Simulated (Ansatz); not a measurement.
WSe2 (P-6m2), random displacements

Theory: DFT PBEsol, scalar-relativistic, plane waves, PAW in Ansatz. Cutoff 420 eV, Γ-centred 12×12×2 k-points, Gaussian smearing of 0.05 eV. Spin–orbit coupling is left out, which matters for the heavy elements here. No spin polarisation. Energies are free energies at this smearing, counted from the undisturbed cell; pressure is positive in compression.

Zero of the scan (as given, not relaxed at this level; this form isn't the usual structure):

```
W Se
1.0
     3.31794    0.00000    0.00000
    -1.65897    2.87342    0.00000
     0.00000    0.00000   16.65814
W Se
1 2
Direct
  0.00000 0.00000 0.00000
  0.33333 0.66667 0.09979
  0.33333 0.66667 0.90021
```

The cell holds layers and no dispersion correction was added, so their binding is poorly described.

The atoms are displaced (Å, in the unstrained cell):

| atom | ux | uy | uz |
| --- | --- | --- | --- |
| W1 | 0.000 | -0.004 | -0.040 |
| Se2 | -0.069 | 0.004 | 0.084 |
| Se3 | 0.068 | 0.001 | -0.044 |

Strain (Voigt, engineering shear): (0.0220, 0.0116, -0.0185, 0.0097, 0.0908, 0.0524).

(1) What are the energy change, the stress and the forces?

## Answers

(1) ΔE = 85.3 meV/atom; stress (xx, yy, zz, yz, xz, xy; compression positive) (-3.48, -3.01, -2.85, -0.31, -2.22, -1.60) GPa; gap on the mesh 1.39 eV.
```tsv
atom	Fx (eV/Å)	Fy	Fz
W1	-0.39	0.13	1.60
Se2	-0.42	-0.13	-1.59
Se3	0.81	0.00	-0.01
```

Cost: 1 run of about 0.65 core-minutes, on Arm Neoverse V2 (shared hosts).